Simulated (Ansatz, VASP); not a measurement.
**One calculation of BaS, two programs**

INCAR

```
  PREC = Accurate
  ENCUT = 600
  EDIFF = 1E-6
  ISMEAR = -1
  SIGMA = 0.05
  LREAL = False
  LASPH = True
  NELM = 100
  ALGO = Fast
  ISIF = 3
  LWAVE = False
  LCHARG = False
  GGA = PE
  IBRION = 2
  NSW = 60
  EDIFFG = -0.01
```

The input KPOINTS:

```
Automatic mesh
0
Gamma
  7 7 7
```

The input POSCAR:

```
BaS
1.0
    0.0000000000      3.1937500000      3.1937500000
    3.1937500000      0.0000000000      3.1937500000
    3.1937500000      3.1937500000      0.0000000000
Ba S
1 1
Direct
    0.0000000000      0.0000000000      0.0000000000
    0.5000000000      0.5000000000      0.5000000000
```

The input input.yaml:

```yaml
crystal:
  lattice:
    - [0.0, 3.19375, 3.19375]
    - [3.19375, 0.0, 3.19375]
    - [3.19375, 3.19375, 0.0]
  atoms:
    - { symbol: Ba, position: [0.0, 0.0, 0.0] }
    - { symbol: S, position: [0.5, 0.5, 0.5] }
hamiltonian:
  xc: pbe
  pseudopotentials: { kind: paw }
kpoints:
  mp_grid: { grid: [7, 7, 7] }
scf:
  occupations: { method: fermi_dirac, width: 0.05 }
output:
  forces: true
  stress: true
  write_density: true
  write_potential: true
  elf: true
  volumetric_format: npy
relax:
  f_tol: 0.01
  max_steps: 40
  cell: { stress_tol: 0.05 }
```

Alike in both runs: task relaxation of cell and atoms; functional PBE; k mesh 7 × 7 × 7; occupations fermi-dirac, width 0.05 eV; no spin polarisation.

|  | VASP | Ansatz |
| --- | --- | --- |
| version | VASP 6.6.1 | Ansatz 0.2.0 |
| potentials or method | VASP PAW PBE potentials, release 54 (Ba_sv, S) | Ansatz PAW |
| plane-wave cutoff (eV) | 600 | 420 |
| valence electrons in the cell | 16 | 16 |

VASP gave:

| Property | Result |
| --- | --- |
| gap on the k mesh at the Fermi level, each at its own relaxed structure (eV) | 2.22 |
| relaxed volume (Å³/atom) | 33.65 |
| relaxed cell length with the largest relative difference (Å) | 4.566 |
| energy change over the relaxation (meV/atom) | -5 |

Question: Which values does Ansatz return?

Answer: gap on the k mesh at the Fermi level, each at its own relaxed structure (eV): 2.29; relaxed volume (Å³/atom): 33.21; relaxed cell length with the largest relative difference (Å): 4.546; energy change over the relaxation (meV/atom): -2.

Caveats: spin-orbit coupling is left out, which moves the levels of the heavy elements; an odd mesh through Γ misses points on the zone boundary, where band edges often lie (VASP); odd divisions of the mesh miss points on the zone boundary, where band edges often lie, so the gap on the mesh can be too wide (Ansatz); the plane-wave basis is chosen anew once the cell has moved, so the energies of steps on either side of that aren't comparable (Ansatz). Zero-point motion and thermal expansion aren't in these numbers. PBE usually gives volumes a little too large and moduli too small.
